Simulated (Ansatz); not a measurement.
# TiAl3: equation of state with PBE

Crystal: TiAl3.

```xyz
4
Lattice="-1.9111 1.9111 4.2807 1.9111 -1.9111 4.2807 1.9111 1.9111 -4.2807" Properties=species:S:1:pos:R:3 pbc="T T T"
Ti    0.0000    0.0000    0.0000
Al    1.9111    0.0000    2.1403
Al    0.0000    1.9111    2.1403
Al    0.0000    0.0000    4.2807
```

The cell comes from a database or a generator and needn't be the stable form of this composition.

| Item | Value |
| --- | --- |
| Program | Ansatz 0.2.0 |
| Task | equation of state |
| Functional | PBE |
| Potentials or basis | all-electron LAPW, scalar-relativistic |
| Basis error allowed | 0.001 eV/atom |
| k mesh | 10 × 10 × 10 |
| Occupations | fermi-dirac, width 0.05 eV |
| Spin | no spin polarisation |

```
Equilibrium volume                        : 15.93 Å³/atom
Bulk modulus at fixed shape and positions : 106 GPa
Pressure derivative of the bulk modulus   : 4.1
```

Energy against volume, from the lowest point:
```tsv
volume (Å³/atom)	energy (meV/atom)
14.696	35.97
15.009	19.34
15.322	8.13
15.634	1.84
15.947	0.00
16.260	2.18
16.572	8.01
```

All runs of the series together: 110 s on 2 threads of Arm Neoverse V2, on a shared host.

Caveat: the cell was scaled at fixed shape and fractional positions, which overstates the stiffness of a crystal with free parameters, most of all of layers and chains.
